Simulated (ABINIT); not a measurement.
# SnTe: single point with LDA-PZ

SnTe:

```
CELL_PARAMETERS angstrom
0.00000 3.61115 3.61115
3.61115 0.00000 3.61115
3.61115 3.61115 0.00000
ATOMIC_POSITIONS crystal
Te 0.25000 0.25000 0.25000
Sn 0.00000 0.00000 0.00000
```

Measurements of this composition are mostly on another form, of space group No. 225.

| Quantity | Value |
| --- | --- |
| Program | ABINIT 10.8.3 (patched build) |
| Task | single point |
| Functional | LDA-PZ |
| Potentials or basis | JTH PAW LDA v2.0 sp |
| Cutoff | 408 eV |
| k mesh | 5 × 5 × 5 |
| Occupations | fermi-dirac, width 0.05 eV |
| Spin | no spin polarisation |

| Item | Value |
| --- | --- |
| Pressure | -2.2 GPa |
| Band gap on the k mesh | 0.33 eV, indirect (least direct gap 0.79 eV) |
| Valence electrons inside the program's atomic spheres | Te 3.11; Sn 2.24 |

Levels at points of the mesh, in eV from the valence-band top:
```csv
k point,band 3,band 4,band 5,band 6,band 7,band 8
"(0.00, 0.00, 0.00)",-1.64,-1.64,-1.64,1.24,1.24,1.24
```

Run time: 3.9 s on 1 thread of Intel(R) Xeon(R) 6975P-C (Granite Rapids), on a shared host, peak memory 0.09 GiB.

Caveat: spin-orbit coupling is left out, which moves the levels of the heavy elements; this set keeps more shells in the core, which shifts pressures and gaps; an odd mesh through Γ misses points on the zone boundary, where band edges often lie.
